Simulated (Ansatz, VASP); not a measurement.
Two plane-wave programs on Mg5SnN2

Contents of INCAR:

```
PREC = Accurate ; ENCUT = 520
EDIFF = 1E-6 ; ISMEAR = 0
SIGMA = 0.2 ; LREAL = F
LASPH = T ; NELM = 100
ALGO = Normal ; ISIF = 2
LWAVE = F ; LCHARG = F
GGA = PE ; NBANDS = 27
```

Contents of KPOINTS:

```
regular mesh
0
Gamma
  6 6 2
```

Contents of POSCAR:

```
Mg5SnN2
1.0
    3.4347784363      0.0000000000      0.0000000000
   -1.7173892181      2.9746053822      0.0000000000
    0.0000000000      0.0000000000     13.8458429921
Mg Sn N
5 1 2
Direct
    0.3333333333      0.6666666667      0.2064736825
    0.6666666667      0.3333333333      0.8525047950
    0.0000000000      1.0000000000      0.3591984474
    0.0000000000      0.0000000000      0.6623853795
    0.3333333333      0.6666666667      0.5171816747
    0.0000000000      0.0000000000      0.0376444875
    0.3333333333      0.6666666667      0.3602316856
    0.6666666667      0.3333333333      0.5877098479
```

Input for Ansatz:

```yaml
crystal:
  lattice:
    - [3.4347784363, 0.0, 0.0]
    - [-1.7173892181, 2.9746053822, 0.0]
    - [0.0, 0.0, 13.8458429921]
  atoms:
    - { symbol: Mg, position: [0.3333333333, 0.6666666667, 0.2064736825] }
    - { symbol: Mg, position: [0.6666666667, 0.3333333333, 0.852504795] }
    - { symbol: Mg, position: [0.0, 1.0, 0.3591984474] }
    - { symbol: Mg, position: [0.0, 0.0, 0.6623853795] }
    - { symbol: Mg, position: [0.3333333333, 0.6666666667, 0.5171816747] }
    - { symbol: Sn, position: [0.0, 0.0, 0.0376444875] }
    - { symbol: "N", position: [0.3333333333, 0.6666666667, 0.3602316856] }
    - { symbol: "N", position: [0.6666666667, 0.3333333333, 0.5877098479] }
basis:
  ecutwfc: 420
kpoints:
  mp_grid: { grid: [6, 6, 2] }
hamiltonian:
  xc: pbe
scf:
  occupations: { method: gaussian, width: 0.2 }
  lower_state_search: "off"
output:
  forces: true
  stress: true
  eigenvalues: true
```

Alike in both runs: task single point; functional PBE; k mesh 6 × 6 × 2; occupations gaussian, width 0.2 eV; no spin polarisation.

|  | VASP | Ansatz |
| --- | --- | --- |
| version | VASP 6.6.1 | Ansatz 0.2.0 |
| potentials or method | VASP PAW PBE potentials, release 64 (Mg, Sn_d, N) | scalar-relativistic, plane waves, PAW |
| plane-wave cutoff (eV) | 520 | 420 |
| valence electrons in the cell | 34 | 74 |

VASP gave:

```
gap on the k mesh at the Fermi level (eV)       : none
pressure (GPa)                                  : 0.1
largest component of the traceless stress (GPa) : 0.04
rms of the force components (eV/Å)              : 0.019
```

Which values does Ansatz return?

gap on the k mesh at the Fermi level (eV): none; pressure (GPa): 0.3; largest component of the traceless stress (GPa): 0.09; rms of the force components (eV/Å): 0.018.

Atom by atom the forces differ by 0.005 eV/Å (rms over components). A gap of «none» marks a metal or a gap that the smearing closes. The functional is the same, so the differences come from potentials, cutoffs and numerics. The two sets of potentials don't hold the same shells in valence.
